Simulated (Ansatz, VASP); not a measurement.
Sb: VASP beside Ansatz

```
CELL_PARAMETERS angstrom
3.61847 0.00000 0.00000
-1.80923 3.13369 0.00000
0.00000 0.00000 6.02064
ATOMIC_POSITIONS crystal
Sb 0.00000 0.00000 0.20599
Sb 0.00000 0.00000 0.79401
```

Alike in both runs: task relaxation of cell and atoms; functional PBE; k mesh 6 × 6 × 4; occupations gaussian, width 0.1 eV; no spin polarisation.

|  | VASP | Ansatz |
| --- | --- | --- |
| version | VASP 6.6.1 | Ansatz 0.2.0 |
| potentials or method | VASP PAW PBE potentials, release 64 (Sb) | scalar-relativistic, plane waves, PAW |
| plane-wave cutoff (eV) | 600 | 420 |
| valence electrons in the cell | 10 | 30 |

Ansatz gave:

```
gap on the k mesh at the Fermi level, each at its own relaxed structure (eV) : none
relaxed volume (Å³/atom)                                                     : 28.84
relaxed cell length with the largest relative difference (Å)                 : 6.164
energy change over the relaxation (meV/atom)                                 : -546
```

Which values does VASP return?

gap on the k mesh at the Fermi level, each at its own relaxed structure (eV): none; relaxed volume (Å³/atom): 30.64; relaxed cell length with the largest relative difference (Å): 6.485; energy change over the relaxation (meV/atom): -545.

A gap of «none» marks a metal or a gap that the smearing closes. One of these differences is far larger than is usual between the two programs; its cause wasn't traced. The two sets of potentials don't hold the same shells in valence.

Spin-orbit coupling is left out, which matters for the levels of Sb.
